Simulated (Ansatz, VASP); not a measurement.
# AlN in two plane-wave programs, part 2 of 2

One calculation is typed for both programs; each brings its own data sets. How far apart do they land? The cell is taken from a series of runs on this material, whose earlier steps may have relaxed, scaled, displaced or heated it; both programs get it as it stands.

VASP 6.6.1 and Ansatz 0.2.0.

So far: The starting structure; VASP: zone-centre phonons, LDA, pair 1.

## (3) Ansatz: zone-centre phonons, LDA, pair 1

Level of this step: Ansatz beside VASP: Kohn-Sham DFT, plane waves, LDA (Ansatz).

Ansatz runs on its PAW soft_1 files.

The same cell, functional (in two slightly different forms) and mesh now go to Ansatz, which takes its cutoff from its data sets.

input.yaml

```yaml
crystal:
  lattice:
    - [0.0, 2.1870048443, 2.1276236731]
    - [2.1870048443, 0.0, 2.1276236731]
    - [2.1870048443, 2.1870048443, 0.0]
  atoms:
    - { symbol: "N", position: [0.25, 0.25, 0.25] }
    - { symbol: Al, position: [0.0, 0.0, 0.0] }
kpoints:
  mp_grid: { grid: [12, 12, 12] }
hamiltonian:
  xc: lda
  pseudopotentials: { kind: paw, azcp: { folder: soft_1 }, xc_functional: pbe }
scf:
  occupations: { method: fixed }
output:
  eigenvalues: true
phonons:
  method: dfpt
  dielectric: true
  rigid_motions: translations
```

Command:

```bash
$ ansatz run input.yaml --threads 4 --pin off --max-ram 10240MiB --backend cpu --events-out ev --progress --plain --runs-dir out
```

Numbers of over 12 decimals in the logs are rounded to 6 here.

The log of the run:

```text
Engine: ansatz 0.2.0, aarch64-unknown-linux-gnu
Pseudopotentials: kind: paw
Pseudopotential: N, paw, valence charge 5, recommended cutoff 420 eV (normal), soft_1/N.paw.azcp
Pseudopotential: Al, paw, valence charge 3, recommended cutoff 420 eV (normal), soft_1/Al.paw.azcp
Functional definition: SPW92
  exchange = slater_x
  correlation = pw_c
Crystal: 2 atoms, lattice volume = 20.353 Å³
Basis set: ecut = 420 eV, 395 PW (Γ), exchange–correlation on 48×48×48 points (8 copies of the dense FFT grid, shifted against one another)
Bands: 8, of which v1, the nominal top of the filled ones, is band 4 counted from 1 (3 counted from 0)
Symmetry: 8 space group operations
k-points: 868 of 1728 (irreducible under 1 space group operation, time reversal used)
Non-local potential: N, projectors of the file, l = 0: 2, l = 1: 2, l = 2: 1
Non-local potential: Al, projectors of the file, l = 0: 2, l = 1: 2, l = 2: 1
PAW form: soft (Blöchl's): semilocal exchange-correlation on the pseudo side does not see the compensation charge
PAW frozen core: N, regenerated for the run's functional, and the local potential with it (the file was generated under x = pbe(κ = 0.804, μ = 0.219515), c = pbe(β = 0.066725))
PAW frozen core: Al, regenerated for the run's functional, and the local potential with it (the file was generated under x = pbe(κ = 0.804, μ = 0.219515), c = pbe(β = 0.066725))
PAW one-centre angular grid: N, 110 points (default); XC on 64 Gauss nodes
PAW one-centre angular grid: Al, 110 points (default); XC on 64 Gauss nodes
Initial density: superposition of atomic densities (chi_scale 0.1, normalization cell, long waves kept (reshape's long-wave potential 0.00 eV rms))
Initial wavefunctions: pseudopotential atomic-orbital guess
Functional: x = slater, c = lda
SCF iter   1: F=—  HF=-891.338975 eV  |F-HF|=—  |Δ(HF+E_count)|=         —  Δρ=1.38e-1  dr2=4.67e0  ethr=3.10e-3  ⟨swp⟩=4.1  Hψ=45237  notcnv=0  defer=20
preconditioner: auto → none  [insulator: Δε(μ)=5.502 eV  Ē_g=16.666 eV  n_scr=0 (ndim 8)  ℏωp=23.3 eV  f_vac=0.000  ε∞_Penn≈3.0]
SCF iter   2: F=—  HF=-890.052172 eV  |F-HF|=—  |Δ(HF+E_count)|=    1.29e0  Δρ=7.75e-2  dr2=7.42e-1  ethr=3.10e-3  ⟨swp⟩=2.7  Hψ=21654  notcnv=0  defer=1249
SCF iter   3: F=—  HF=-889.827280 eV  |F-HF|=—  |Δ(HF+E_count)|=   2.25e-1  Δρ=2.22e-2  dr2=5.14e-2  ethr=3.10e-3  ⟨swp⟩=2.4  Hψ=15187  notcnv=0  defer=1507
SCF iter   4: F=—  HF=-889.806822 eV  |F-HF|=—  |Δ(HF+E_count)|=   2.05e-2  Δρ=8.46e-4  dr2=4.64e-5  ethr=6.42e-4  ⟨swp⟩=2.0  Hψ=9845  notcnv=0  defer=1734
SCF iter   5: F=—  HF=-889.806793 eV  |F-HF|=—  |Δ(HF+E_count)|=   2.92e-5  Δρ=2.67e-4  dr2=5.33e-6  ethr=5.81e-7  ⟨swp⟩=2.0  Hψ=10412  notcnv=0  defer=1688
SCF iter   6: F=—  HF=-889.806790 eV  |F-HF|=—  |Δ(HF+E_count)|=   3.13e-6  Δρ=2.62e-5  dr2=6.60e-8  ethr=6.67e-8  ⟨swp⟩=2.0  Hψ=10416  notcnv=0  defer=94
SCF iter   7: F=—  HF=-889.806790 eV  |F-HF|=—  |Δ(HF+E_count)|=   1.41e-7  Δρ=4.31e-6  dr2=1.69e-9  ethr=8.26e-10  ⟨swp⟩=2.0  Hψ=9926  notcnv=0  defer=48
SCF iter   8: F=-889.806790 eV  HF=-889.806790 eV  |F-HF|=4.55e-13  |Δ(HF+E_count)|=  2.11e-10  Δρ=1.31e-7  dr2=1.33e-12  ethr=1.25e-12  ⟨swp⟩=5.7  Hψ=30514  notcnv=0
SCF 1 converged in 8 iterations: F = -889.806790 eV  dr2 = 1.33e-12
  greatest PAW one-centre occupation: 0.783 electrons in one spin orbital (limit 2), on the N atom at site 0 (counted from 0), in its partial waves of l = 0
NSCF: frozen V_eff on 3 k-points
DFPT response loops at Γ: preconditioner auto → none (the input reference at scf.mixing.eps_inf says where Resta's filter doesn't serve); β = 0.50; Broyden in place of MSR1
SCF converged after 8 iterations
Free energy (F): -889.806790 eV
Harris-Foulkes:  -889.806790 eV  (|F-HF|=4.55e-13)
Internal energy: -889.806790 eV  (E = F + TS)
E sigma→0 (E₀):  -889.806790 eV
Fermi energy:    6.991355 eV
--- Per-component energies (eV) ---
  E_band       = 14.933585
  E_kinetic    = 157.010390
  E_local      = -207.467329  (includes V_loc(G=0)·N_el)
  E_nonlocal   = 46.807021
  E_hartree    = 75.557372
  E_xc         = -98.194111
  E_vxc        = -106.913579  (∫ρ·V_xc dr)
  E_paw        = -564.700461  (= ΣΔE_a)
  E_vpaw       = -25.618502  (= ΣTr[D̂ρ^β])
  E_aug_tail   = 0.000839  (compensation charges beyond the density's cutoff)
  E_ewald      = -298.956272
  E_core_change = 0.135761  (= ΣΔE_core)
  E_smearing   = -0.000000  (= −TS)
  E_closure    = 0.000000  (closes the sum)
  Σ components = -889.806790   (vs F -889.806790, Δ=0.00e0)
--- Band table (eV; the first three rows and the last of 868) ---
  k-point 0: bands = ["-8.0312", "6.8816", "6.8816", "6.9914", "11.3508", "19.4843", "19.5141", "19.5141"]
  k-point 1: bands = ["-7.9244", "6.3317", "6.8388", "6.9263", "11.8200", "19.2135", "19.5979", "19.6216"]
  k-point 2: bands = ["-7.6143", "5.0624", "6.7262", "6.8416", "12.7312", "18.5743", "19.5576", "19.7701"]
  k-point 867: bands = ["-5.8470", "0.9259", "6.3173", "6.5450", "14.3715", "16.8476", "17.7768", "18.3307"]
--- Phonons (Γ-DFPT): 4 representative perturbations + reference, on 868 of 1728 k-points (Σ response iterations 12) ---
  k mesh reduced under 1 symmetry operation, with k and −k counted as one. Each operation leaves every solved perturbation unchanged. A smaller set is not considered because the run solves the response to a homogeneous field
  ASR residual: 7.504e-5 → 0.000e0 eV/Å²; symmetrization residual: 9.999e-7 eV/Å²
  ASR residual per site (eV/Å²): 7.50e-5 1.96e-5
  Γ frequencies (cm⁻¹): 0.00 0.00 0.00 660.10 674.19 674.19
  ε∞ (high-frequency dielectric tensor):
        4.525337     0.000000     0.000000
        0.000000     4.525337     0.000000
       -0.000000     0.000000     4.550413
  ε⁰ (static dielectric tensor: ions relaxed, cell fixed):
        8.278038     0.000000    -0.000000
        0.000000     8.278038     0.000000
       -0.000000     0.000000     8.417797
  ε⁰ − ε∞ (ionic part):
        3.752701     0.000000    -0.000000
        0.000000     3.752701     0.000000
       -0.000000     0.000000     3.867384
  softest optical mode at Γ: 660.10 cm⁻¹; the repairs (sum rule, projections) moved no ω² at Γ by more than (1.25 cm⁻¹)²
  Born effective charges Z* (e; rows j = field, columns β = displacement):
    site 0:
        -2.55054   -0.00000    0.00000
         0.00000   -2.55054    0.00000
        -0.00000   -0.00000   -2.53508
    site 1:
         2.55054    0.00000   -0.00000
        -0.00000    2.55054   -0.00000
         0.00000    0.00000    2.53508
  Z* charge neutrality: 8.142e-6 e pre-enforcement
  k-mesh period / interband length: 36.6 Å / 1.68 Å = 21.84 at k = (0.0000, 0.0000, 0.0000), direct gap 4.359 eV — 14 or more, which is no proof of convergence
  optical modes at Γ without the LO–TO term, one row a degenerate level:
      ω (cm⁻¹)  modes    IR ((D/Å)²/amu)
        660.10      1            16.0804
        674.19      2            32.5542
  optical modes at Γ + LO–TO along q̂ = [1.0000, 0.0000, 0.0000]:
      ω (cm⁻¹)  modes    IR ((D/Å)²/amu)
        660.10      1            16.0804
        674.19      1            16.2771
        911.85      1            16.2771
  optical modes at Γ + LO–TO along q̂ = [0.0000, 1.0000, 0.0000]:
      ω (cm⁻¹)  modes    IR ((D/Å)²/amu)
        660.10      1            16.0804
        674.19      1            16.2771
        911.85      1            16.2771
  optical modes at Γ + LO–TO along q̂ = [0.0000, 0.0000, 1.0000]:
      ω (cm⁻¹)  modes    IR ((D/Å)²/amu)
        674.19      2            32.5542
        897.80      1            16.0804
```

## (4) Side by side

Known differences besides the potentials themselves: fixed occupations in Ansatz, narrow Gaussian smearing in VASP; the cutoff is 420 eV in Ansatz and 600 eV in VASP; VASP's log shows a relativistic correction to its local exchange, Ansatz's none. Total energies have different zeros and are not compared.

The two programs side by side:

| quantity | Ansatz | VASP | difference |
| --- | --- | --- | --- |
| ε∞ xx | 4.53 | 4.52 | +0.11 % |
| ε∞ yy | 4.53 | 4.52 | +0.11 % |
| ε∞ zz | 4.55 | 4.55 | +0.09 % |
| Born charge of N1 (mean of the diagonal) (e) | -2.55 | -2.53 | -0.01 |
| Born charge of Al2 (mean of the diagonal) (e) | 2.55 | 2.53 | +0.01 |
| optical mode 1 (cm⁻¹) | 660.1 | 665.2 | -0.77 % |
| optical mode 2 to 3 (cm⁻¹) | 674.2 | 679.5 | -0.78 % |

Modes are paired by rising frequency, not by their patterns, so a pair may set unlike modes beside each other; they are those without the splitting of longitudinal modes.

## (5) Ansatz: zone-centre phonons, LDA, pair 2

Second derivatives magnify differences that forces hide, and they need a tight electronic threshold. The cell compared in this pair holds 20.41 Å³, against 20.35 Å³ for the pair before.

The cell is taken from a series of runs on this material, whose earlier steps may have relaxed, scaled, displaced or heated it; both programs get it as it stands.

input.yaml, the sections that differ from step 3:

```yaml
crystal:
  lattice:
    - [0.0, 2.1788988989, 2.1493341187]
    - [2.1788988989, 0.0, 2.1493341187]
    - [2.1788988989, 2.1788988989, 0.0]
  atoms:
    - { symbol: "N", position: [0.25, 0.25, 0.25] }
    - { symbol: Al, position: [0.0, 0.0, 0.0] }
# kpoints, hamiltonian, scf, output, phonons: as in step 3
```

The log of the run:

```text
[...]
Crystal: 2 atoms, lattice volume = 20.408 Å³
Basis set: ecut = 420 eV, 411 PW (Γ), exchange–correlation on 48×48×48 points (8 copies of the dense FFT grid, shifted against one another)
Bands: 8, of which v1, the nominal top of the filled ones, is band 4 counted from 1 (3 counted from 0)
Symmetry: 8 space group operations
k-points: 868 of 1728 (irreducible under 1 space group operation, time reversal used)
[...]
optical modes at Γ + LO–TO along q̂ = [1.0000, 0.0000, 0.0000]:
      ω (cm⁻¹)  modes    IR ((D/Å)²/amu)
[...]
optical modes at Γ + LO–TO along q̂ = [0.0000, 1.0000, 0.0000]:
      ω (cm⁻¹)  modes    IR ((D/Å)²/amu)
[...]
669.78      1            16.2339
        907.19      1            16.2339
  optical modes at Γ + LO–TO along q̂ = [0.0000, 0.0000, 1.0000]:
      ω (cm⁻¹)  modes    IR ((D/Å)²/amu)
        669.78      2            32.4678
        900.29      1            16.1305
[key lines of the parts left out:]
SCF converged after 8 iterations
Free energy (F): -889.810087 eV
Fermi energy:    6.923455 eV
```

## (6) VASP: zone-centre phonons, LDA, pair 2

The same cell, functional (in two slightly different forms) and mesh now go to VASP, with its own data sets.

INCAR

```
SYSTEM = AlN
PREC = Accurate
ENCUT = 600
EDIFF = 1E-08
NELM = 120
ISMEAR = 0
SIGMA = 0.01
LREAL = .FALSE.
ALGO = Normal
GGA = PW92
NBANDS = 10
LORBIT = 11
LWAVE = .FALSE.
LCHARG = .FALSE.
ISIF = 2
IBRION = 8
LEPSILON = .TRUE.
LASPH = .TRUE.
GGA_COMPAT = .FALSE.
EFERMI = MIDGAP
KPAR = 2
```

POSCAR

```
AlN
1.0
    0.0000000000      2.1788988989      2.1493341187
    2.1788988989      0.0000000000      2.1493341187
    2.1788988989      2.1788988989      0.0000000000
N Al
1 1
Direct
    0.2500000000      0.2500000000      0.2500000000
    0.0000000000      0.0000000000      0.0000000000
```

KPOINTS

```
Automatic mesh
0
Gamma
12 12 12
0 0 0
```

The projector-augmented-wave data sets are N and Al (LDA family, release 64).

Command:

```bash
$ mpirun -np 2 vasp_std
```

The log of the run:

```text
[banner, memory and clock lines left out]
running    2 mpi-ranks, on    1 nodes
[...]
[... a notice as in an earlier step ...]

 LDA part: xc-table for (Slater(with rela. corr.)+PW92), standard interpolation
 POSCAR, INCAR and KPOINTS ok, starting setup
[...]
entering main loop
       N       E                     dE             d eps       ncg     rms          rms(c)
DAV:   1     0.117863577419E+02    0.11786E+02   -0.43643E+03  3324   0.763E+02
DAV:   2    -0.180835507432E+02   -0.29870E+02   -0.28718E+02  3866   0.139E+02
DAV:   3    -0.189673024684E+02   -0.88375E+00   -0.88236E+00  3840   0.235E+01
DAV:   4    -0.189710019850E+02   -0.36995E-02   -0.36994E-02  3656   0.182E+00
[...]
DAV:  10    -0.163847863649E+02   -0.20712E-04   -0.53288E-05  3516   0.559E-02    0.400E-02
DAV:  11    -0.163847852512E+02    0.11137E-05   -0.12408E-06  3642   0.797E-03    0.774E-03
DAV:  12    -0.163847852545E+02   -0.33081E-08   -0.36565E-08  3692   0.155E-03
   1 F= -.16384785E+02 E0= -.16384785E+02  d E =0.000000E+00
[...]
force on displaced ion       2 direction 1 : -15.445  -0.000  -0.000
 Born effective charge ion    2 direction 1 :   2.533   0.000   0.000
 Linear response progress:
  Degree of freedom:   4/  4
       N       E                     dE             d eps       ncg     rms          rms(c)
RMM:   1    -0.595206136605E-02   -0.59521E-02   -0.42066E-03 12997   0.677E-01
RMM:   2    -0.541063675190E-02    0.54142E-03   -0.20478E-04  8625   0.114E-01    0.894E-02
RMM:   3    -0.531218977501E-02    0.98447E-04   -0.51976E-05  8967   0.497E-02    0.484E-02
RMM:   4    -0.532530119544E-02   -0.13111E-04   -0.43788E-05  8922   0.470E-02    0.769E-03
RMM:   5    -0.532543124610E-02   -0.13005E-06   -0.78788E-07  9102   0.704E-03    0.729E-04
RMM:   6    -0.532447428755E-02    0.95696E-06   -0.62821E-09  9166   0.612E-04    0.321E-04
RMM:   7    -0.532354442914E-02    0.92986E-06   -0.26558E-09  9248   0.381E-04    0.269E-05
RMM:   8    -0.532355761785E-02   -0.13189E-07   -0.30957E-10  9531   0.405E-05    0.101E-05
RMM:   9    -0.532355145763E-02    0.61602E-08   -0.31752E-10  9714   0.149E-05    0.680E-07
 first order change of Fermi-energy   0.11382E-03
 force on displaced ion       2 direction 3 :   0.000   0.000 -15.127
 Born effective charge ion    2 direction 3 :   0.000   0.000   2.526
 Born effective charges drift removed
 Linear response finished
```

Parts of OUTCAR (step 6):

```text
  Total        0.0467025      0.0467025      0.2685105      0.0000000      0.0000000      0.0000000
  in kB        3.6664231      3.6664231     21.0796708      0.0000000      0.0000000      0.0000000
  external PRESSURE =       9.4708390 kB  Pullay stress =       0.0000000 kB

 POSITION                                       TOTAL-FORCE (eV/Angst)
 -----------------------------------------------------------------------------------
      1.08945      1.08945      1.07467         0.000000      0.000000      0.000000
      0.00000      0.00000      0.00000        -0.000000     -0.000000     -0.000000
 -----------------------------------------------------------------------------------
    total drift:                                0.000000      0.000000     -0.000000

 MACROSCOPIC STATIC DIELECTRIC TENSOR (including local field effects in DFT)
 ------------------------------------------------------
           4.526652     0.000000     0.000000
          -0.000000     4.526652     0.000000
           0.000000     0.000000     4.538228
 ------------------------------------------------------

 MACROSCOPIC STATIC DIELECTRIC TENSOR IONIC CONTRIBUTION
 ------------------------------------------------------
           3.682870     0.000000     0.000000
           0.000000     3.682870     0.000000
           0.000000     0.000000     3.739159
 ------------------------------------------------------

[... 1 part as in an earlier step ...]

[... 1 further part left out ...]
```

## (7) Comparison

Both answers:

| quantity | Ansatz | VASP | difference |
| --- | --- | --- | --- |
| ε∞ xx | 4.53 | 4.53 | +0.11 % |
| ε∞ yy | 4.53 | 4.53 | +0.11 % |
| ε∞ zz | 4.54 | 4.54 | +0.10 % |
| Born charge of N1 (mean of the diagonal) (e) | -2.54 | -2.53 | -0.01 |
| Born charge of Al2 (mean of the diagonal) (e) | 2.54 | 2.53 | +0.01 |
| optical mode 1 (cm⁻¹) | 662.9 | 668.0 | -0.76 % |
| optical mode 2 to 3 (cm⁻¹) | 669.8 | 675.0 | -0.78 % |

Modes are paired by rising frequency, not by their patterns, so a pair may set unlike modes beside each other; they are those without the splitting of longitudinal modes.

## (8) Summary of results

| Quantity | Value |
| --- | --- |
| r.m.s. difference of the optical zone-centre modes, each program's sorted by frequency (zone-centre phonons, LDA, pair 1) | 5.2 cm⁻¹ |
| difference in optical mode 2 to 3 (zone-centre phonons, LDA, pair 1) | -0.8 % |
| r.m.s. difference of the optical zone-centre modes, each program's sorted by frequency (zone-centre phonons, LDA, pair 2) | 5.2 cm⁻¹ |
| difference in optical mode 2 to 3 (zone-centre phonons, LDA, pair 2) | -0.8 % |

The r.m.s. difference of the optical zone-centre modes, each program's sorted by frequency is 5.2 cm⁻¹ (zone-centre phonons, LDA, pair 1). Among the rows given in per cent, the largest difference of the zone-centre phonons, LDA, pair 1 pair is in optical mode 2 to 3, -0.8 %. Among the rows given in per cent, the largest difference of the zone-centre phonons, LDA, pair 2 pair is in optical mode 2 to 3, -0.8 %. How closely two codes agree says nothing of how well the functional describes the real material.

[Lines on the potential files, build, host, timing and source positions are cut from VASP's logs without a mark.]

[Logs are printed without paths, hosts, clocks, repeated set-up lines and the standing remarks that a program may print on its own settings, such as how far it seeks lower states.]

[Hosts, paths, dates, database ids (printed as entryN), source tags and the programs' standing remarks are cut or masked in the printed files.]
